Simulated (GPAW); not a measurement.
# Cl (Cmce) in GPAW: further runs

One crystal, Cl, is run at these levels: LDA, PBEsol; tasks: single point, relaxation of cell and atoms.

Everything below comes from runs of GPAW 26.7.0. Logs are shortened: lines on timing, memory, paths and dates and some standing lists are left out, and cuts for length are marked. The log counts tension as positive stress, the text compression.

### 1 Starting point

The structure is orthorhombic, space group Cmce (No. 64). The conventional cell has a = 6.290 Å, b = 4.500 Å, c = 8.210 Å, α = 90.00°, β = 90.00°, γ = 90.00°. Cl (site symmetry m) has 1 Cl at 2.02 Å as nearest neighbours.

### 2 Single point, LDA

run.py reads:

```python
from ase import Atoms
from ase.dft.bandgap import bandgap
from ase.io import write
from ase.units import GPa
from gpaw import GPAW, PW

atoms = Atoms(['Cl', 'Cl', 'Cl', 'Cl'],
              cell=[[3.145, -2.25, 0.0],
                    [3.145, 2.25, 0.0],
                    [0.0, 0.0, 8.21]],
              scaled_positions=[[0.37, 0.63, 0.4],
                                [0.13, 0.87, 0.9],
                                [0.63, 0.37, 0.6],
                                [0.87, 0.13, 0.1]],
              pbc=True)

calc = GPAW(mode=PW(450),
            xc='LDA',
            kpts={'size': (6, 6, 3), 'gamma': True},
            occupations={'name': 'fermi-dirac', 'width': 0.05},
            nbands=26,
            maxiter=120,
            txt='gpaw.txt')
atoms.calc = calc
energy = atoms.get_potential_energy()
forces = atoms.get_forces()
stress = atoms.get_stress()
calc.write('gs.gpw')
write('result.traj', atoms)
print(f'Energy: {energy:.6f} eV')
print('Forces (eV/A):')
print(forces.round(4))
print('Stress (GPa):', (stress / GPa).round(3))
print('Fermi level:', round(calc.get_fermi_level(), 4), 'eV')
print(f'Gap: {bandgap(calc)[0]:.4f} eV, direct: {bandgap(calc, direct=True)[0]:.4f} eV')
```

Potentials or basis: the program's PAW data sets (release 1.2.1) made for this functional, pw.

Command:

```console
> OMP_NUM_THREADS=1 python run.py
```

gpaw.txt:

```text
__  _  _
 | _ |_)|_||  |
 |__||  | ||/\| - 26.7.0

Input parameters:
  mode=PW(ecut=450.00000000000006),
  kpts=MonkhorstPack(size=(6, 6, 3), gamma=True),
  maxiter=120,
  nbands=26,
  occupations=Occupations(name='fermi-dirac', width=0.05),
  xc=XC(name='LDA')

Diagonalizing LCAO Hamiltonian
Converting LCAO to pw mode

          Cl

        Cl

         Cl

       Cl

Atoms  # Å, Bohr magnetons
|   | symbol |        x |         y |        z |    initial magnetic moments |
|---|--------|----------|-----------|----------|-----------------------------|
| 0 |     Cl | 3.145000 |  0.585000 | 3.284000 | ( 0.0000,  0.0000,  0.0000) |
| 1 |     Cl | 3.145000 |  1.665000 | 7.389000 | ( 0.0000,  0.0000,  0.0000) |
| 2 |     Cl | 3.145000 | -0.585000 | 4.926000 | ( 0.0000,  0.0000,  0.0000) |
| 3 |     Cl | 3.145000 | -1.665000 | 0.821000 | ( 0.0000,  0.0000,  0.0000) |

Unit cell  # Å
| periodic |        x |         y |        z |  lengths |    angles |
|----------|----------|-----------|----------|----------|-----------|
|      yes | 3.145000 | -2.250000 | 0.000000 | 3.866979 | 90.000000 |
|      yes | 3.145000 |  2.250000 | 0.000000 | 3.866979 | 90.000000 |
|      yes | 0.000000 |  0.000000 | 8.210000 | 8.210000 | 71.161476 |

Number of symmetries: 4
Symmetry operations  # r_c * U_cc + t_c -> r_c
|   | kind |            matrix            |
|---|------|------------------------------|
| 0 |  E   |  1, 0, 0,  0, 1, 0,  0, 0, 1 |
| 1 |  C2  |  0, 1, 0,  1, 0, 0,  0, 0,-1 |
| 2 |  σ   |  0,-1, 0, -1, 0, 0,  0, 0, 1 |
| 3 |  i   | -1, 0, 0,  0,-1, 0,  0, 0,-1 |

BZ-sampling:
  Number of BZ points: 108
  Number of IBZ points: 34

  Monkhorst-Pack size: [6, 6, 3]
  Monkhorst-Pack shift: [0.08333333333333333, 0.08333333333333333, 0.0]

K-points  # in reciprocal-cell coordinates
|     |                                coordinates |     weight |
|-----|--------------------------------------------|------------|
|   0 | (  0.00000000,   0.00000000,   0.00000000) | 0.00925926 |
|   1 | (  0.00000000,   0.00000000,   0.33333333) | 0.01851852 |
|   2 | (  0.16666667,  -0.16666667,  -0.33333333) | 0.01851852 |
|   3 | (  0.16666667,  -0.16666667,   0.00000000) | 0.01851852 |
|   4 | (  0.16666667,  -0.16666667,   0.33333333) | 0.01851852 |
|   5 | (  0.16666667,   0.00000000,  -0.33333333) | 0.03703704 |
|   6 | (  0.16666667,   0.00000000,   0.00000000) | 0.03703704 |
|   7 | (  0.16666667,   0.00000000,   0.33333333) | 0.03703704 |
|   8 | (  0.16666667,   0.16666667,   0.00000000) | 0.01851852 |
|   9 | (  0.16666667,   0.16666667,   0.33333333) | 0.03703704 |
| ... |                                            |            |
|  33 | (  0.50000000,   0.50000000,   0.33333333) | 0.01851852 |

Plane wave coefficients: 2544
Cutoff: 450.00000000000006 eV

Spin-components: 1 (collinear spins)
Bands:           26
Projectors:      20
Spin-degeneracy: 2
Datatype:        complex128

Parallelization:
  kpt:    1
  domain: 1
  band:   1

Density:
  Valence electrons: 28.0
  Components: 1
  Grid points: [20 20 42]
  Charge: 0.0  # |e|

Potential:
  Grid points: [20 20 42]

species:
  Cl:
    name:    Chlorine
    Z:       17.0
    valence: 7
    core:    10
    charge:  0.0  # [|e|]
    compensation charges:
      type: gauss
      rc: 0.25  # [Å]
      lmax: 2
    cutoffs:
      filter: 1.40  # [Å]
      core: 1.49  # [Å]
    projectors
    | kind |    occ | energy [eV] | rcut [Å] |
    |------|--------|-------------|----------|
    |   3s |  2.000 |     -20.688 |    0.794 |
    |   3p |  5.000 |      -8.701 |    0.794 |
    |    s |        |       6.523 |    0.794 |
    |    p |        |      18.511 |    0.794 |
    |    d |        |       0.000 |    0.794 |

    Using partial waves for Cl as LCAO basis

Reference energy: -50076.518533  # eV

eigensolver:
  PPCG
  Converge bands: occupied
  niter=2

density mixing:
  MSR1-Mixer
  Pratt-step length: 0.05
  Maximum mixing coefficient: 0.75
  Old densities: 10
  SVD Regularization: 0.005
  Good broyden scale: 1.0
  Trust region scale: 1.0
  Backstep threshold: 4.0
  History deletion threshold: 6.0
  Fourier metric: weight=20.0, sigma=0.015

occupation numbers:
  Fermi-Dirac:
    width: 0.0500  # eV

poisson solver:
  ecut: 3600.0000000000005  # eV

xc functional:
  name: None

convergence criteria:
- Maximum [total energy] change in last 3 cyles: 0.0005 eV / valence electron
- Maximum integral of absolute [dens]ity change: 0.0001 electrons / valence electron
- Maximum integral of absolute [eigenst]ate change: 4e-08 eV^2 / valence electron
maximum number of iterations: 120

SCF iterations
|iter     | |      energy | eigst |  dens |
|---------|-|-------------|-------|-------|
|iter:   1| |   -9.170534 | -0.05 |       |
|iter:   2| |   -9.133631 | -1.74 | -1.07 |
|iter:   3| |   -8.643035 | -1.83 | -1.10 |
|iter:   4| |   -8.612299 | -2.48 | -1.68 |
|iter:   5| |   -8.611709 | -4.21 | -2.35 |
|iter:   6| |   -8.611673c| -5.42 | -2.64 |
|iter:   7| |   -8.611674c| -6.50 | -3.39 |
|iter:   8| |   -8.611674c| -7.77c| -4.27c|

Converged in 8 steps
Energy contributions relative to reference atoms: (reference = -50076.518533)

Energy contributions:
  Kinetic:           1.704555
  Coulomb:          -1.223171
  Zero:              0.028006
  External:          0.000000
  Xc:               -9.121064
  Entropy:          -0.000000
  Spinorbit:         0.000000
  ----------------------------
  Free energy:      -8.611674
  Extrapolated:     -8.611674

dipole moment: (0.000015, -0.000000, 0.000019)  # |e|*Ang

Fermi level: 0.854
Eigenvalues  # (at kpt = [0.000, 0.000, 0.000])
| band index |      eig [eV] | occ [0-2] |
|------------|---------------|-----------|
|          0 |       -16.981 |     2.000 |
|        ... |               |           |
|          6 |        -3.070 |     2.000 |
|          7 |        -2.925 |     2.000 |
|          8 |        -2.566 |     2.000 |
|          9 |        -2.556 |     2.000 |
|         10 |        -1.145 |     2.000 |
|         11 |        -0.830 |     2.000 |
[... 8 lines left out ...]
|         20 |         9.340 |     0.000 |
|         21 |         9.680 |     0.000 |
|        ... |               |           |
|         25 |        12.293 |     0.000 |

Gap: 2.330 eV
Transition (v -> c):
  (s=0, k=32, n=13, [0.50, 0.50, 0.00]) -> (s=0, k=0, n=14, [0.00, 0.00, 0.00])
Direct/indirect transitions are different
Direct gap: 2.385 eV
Transition at: (s=0, k=0, n=13, [0.00, 0.00, 0.00])

Forces  # eV/Ang
|       x |        y |        z |
|---------|----------|----------|
| 0.00000 | -0.13810 |  0.01157 |  # Cl   0
| 0.00000 |  0.13931 |  0.01404 |  # Cl   1
| 0.00000 |  0.13810 | -0.01157 |  # Cl   2
| 0.00000 | -0.13931 | -0.01404 |  # Cl   3

Stress tensor  # eV/Ang^3
|        x |         y |         z |
|----------|-----------|-----------|
| 0.009688 |  0.000000 |  0.000000 |
| 0.000000 |  0.018488 | -0.000001 |
| 0.000000 | -0.000001 |  0.021041 |

# Writing to gs.gpw (mode='')
```

stdout:

```text
Energy: -8.611674 eV
Forces (eV/A):
[[ 0.     -0.1381  0.0116]
 [ 0.      0.1393  0.014 ]
 [ 0.      0.1381 -0.0116]
 [ 0.     -0.1393 -0.014 ]]
Stress (GPa): [ 1.552  2.962  3.371 -0.     0.     0.   ]
Fermi level: 0.8541 eV
Gap: 2.3302 eV, direct: 2.3850 eV
```

It took 29 s on 1 thread of Arm Neoverse V1, shared host; peak memory 0.19 GiB.

Results:

```
Free energy            : -8.6117 eV
Pressure               : -2.6 GPa
Largest force          : 0.140 eV/Å
Band gap on the k mesh : 2.33 eV, indirect (least direct gap 2.39 eV)
```

Forces in eV/Å, atoms in the order of the input:
```
Cl   0.000 -0.138  0.012
Cl   0.000  0.139  0.014
Cl   0.000  0.138 -0.012
Cl   0.000 -0.139 -0.014
```

Stress tensor (GPa, compression positive):
```
-1.55  0.00  0.00
 0.00 -2.96  0.00
 0.00  0.00 -3.37
```

Caveat: the cutoff is short for stress and forces, so pressures can be off by a GPa or more; an odd mesh through Γ misses points on the zone boundary, where band edges often lie. As with any semilocal functional, this LDA gap is likely too small.

### 3 Relaxation of cell and atoms, PBEsol

run.py reads:

```python
from ase import Atoms
from ase.filters import FrechetCellFilter
from ase.io import write
from ase.optimize import BFGS
from gpaw import GPAW, PW, setup_paths

setup_paths.insert(0, '.')

atoms = Atoms(['Cl', 'Cl', 'Cl', 'Cl'],
              cell=[[3.145, -2.25, 0.0],
                    [3.145, 2.25, 0.0],
                    [0.0, 0.0, 8.21]],
              scaled_positions=[[0.37, 0.63, 0.4],
                                [0.13, 0.87, 0.9],
                                [0.63, 0.37, 0.6],
                                [0.87, 0.13, 0.1]],
              pbc=True)

calc = GPAW(mode=PW(600),
            xc='PBEsol',
            kpts={'size': (5, 5, 2), 'gamma': True},
            occupations={'name': 'fermi-dirac', 'width': 0.05},
            nbands=26,
            convergence={'density': 1e-05, 'forces': 0.0001},
            maxiter=150,
            txt='gpaw.txt')
atoms.calc = calc
opt = BFGS(FrechetCellFilter(atoms), trajectory='relax.traj', logfile='-')
done = opt.run(fmax=0.02, steps=60)
calc.write('gs.gpw')
write('result.traj', atoms)
print('Converged:', done)
print('Cell:', atoms.cell.cellpar().round(4))
print('Volume:', round(atoms.get_volume(), 4))
print(atoms.get_scaled_positions().round(5))
```

Potentials or basis: PAW data sets generated in the run's folder for this functional, pw.

Command:

```console
> gpaw-setup -f PBEsol Cl
> OMP_NUM_THREADS=1 python run.py
```

It took 12 min on 1 thread of Arm Neoverse V1, shared host; peak memory 0.29 GiB.

The run converged. Its results:

```yaml
Free_energy: -7.8700 eV
Relaxed_volume: 26.29 Å³/atom
Relaxed_cell: a = 3.918 Å, b = 3.918 Å, c = 7.958 Å, α = 90.00°, β = 90.00°, γ = 59.41°
Space_group_after_relaxing_to_0.05_Å: Cmce (No. 64)
Energy_gained_by_relaxing: 26.3 meV/atom
Ionic_steps: 22
Pressure_after_relaxing: -0.1 GPa
Largest_force_after_relaxing: 0.022 eV/Å
Band_gap_on_the_k_mesh: 2.02 eV, direct
```

Forces in eV/Å, atoms in the order of the input:
```
Cl   0.000 -0.019  0.010
Cl   0.000  0.018  0.011
Cl   0.000  0.019 -0.010
Cl   0.000 -0.018 -0.011
```

The path:
| step | energy change (eV) | largest force (eV/Å) | pressure (GPa) | volume (Å³) |
| --- | --- | --- | --- | --- |
| 1 | 0.0000 | 0.1228 | -0.86 | 116.19 |
| 2 | -0.0021 | 0.0969 | -0.72 | 116.00 |
| 3 | -0.0083 | 0.2535 | -0.23 | 114.99 |
| 4 | -0.0138 | 0.3616 | 0.02 | 114.01 |
| 5 | -0.0348 | 0.6075 | 0.75 | 109.50 |
| 6 | -0.0471 | 0.5274 | 0.99 | 106.13 |
| 7 | -0.0592 | 0.2666 | 0.44 | 105.98 |
| 8 | -0.0647 | 0.0615 | -0.18 | 106.49 |
| 9 | -0.0650 | 0.0695 | -0.22 | 106.19 |
| 10 | -0.0663 | 0.1085 | -0.29 | 105.59 |
| 11 | -0.0699 | 0.1896 | -0.38 | 104.23 |
| 12 | -0.0765 | 0.2667 | -0.39 | 101.94 |
| 13 | -0.0825 | 0.2528 | -0.28 | 100.15 |
| 14 | -0.0869 | 0.1492 | -0.08 | 100.13 |
| 15 | -0.0895 | 0.0177 | 0.21 | 100.66 |
| 16 | -0.0896 | 0.0201 | 0.17 | 100.70 |
| 17 | -0.0903 | 0.0432 | 0.08 | 100.83 |
| 18 | -0.0920 | 0.0813 | -0.06 | 101.25 |
| 19 | -0.0954 | 0.1229 | -0.23 | 102.16 |
| 20 | -0.0997 | 0.1354 | -0.33 | 103.45 |
| 21 | -0.1034 | 0.0936 | -0.25 | 104.59 |
| 22 | -0.1053 | 0.0216 | -0.07 | 105.17 |

Final structure:
```xyz
4
Lattice="3.4033 -1.9415 0.0000 3.4033 1.9415 0.0000 0.0000 0.0000 7.9583" Properties=species:S:1:pos:R:3 pbc="T T T"
Cl    3.4033    0.5041    3.0923
Cl    3.4033    1.4378    7.0714
Cl    3.4033   -0.5040    4.8660
Cl    3.4033   -1.4377    0.8869
```

Levels at points of the mesh, in eV from the valence-band top:
```tsv
k point	band 10	band 11	band 12	band 13	band 14	band 15	band 16	band 17	band 18	band 19
(0.00, 0.00, 0.00)	-2.30	-1.23	-0.51	-0.45	0.00	2.02	2.96	6.45	6.88	7.92
(0.00, 0.00, 0.50)	-2.34	-1.07	-1.07	-0.21	-0.21	2.39	2.40	6.92	6.92	8.92
```

Caveat: later steps reuse the first step's grids; an odd mesh through Γ misses points on the zone boundary, where band edges often lie.
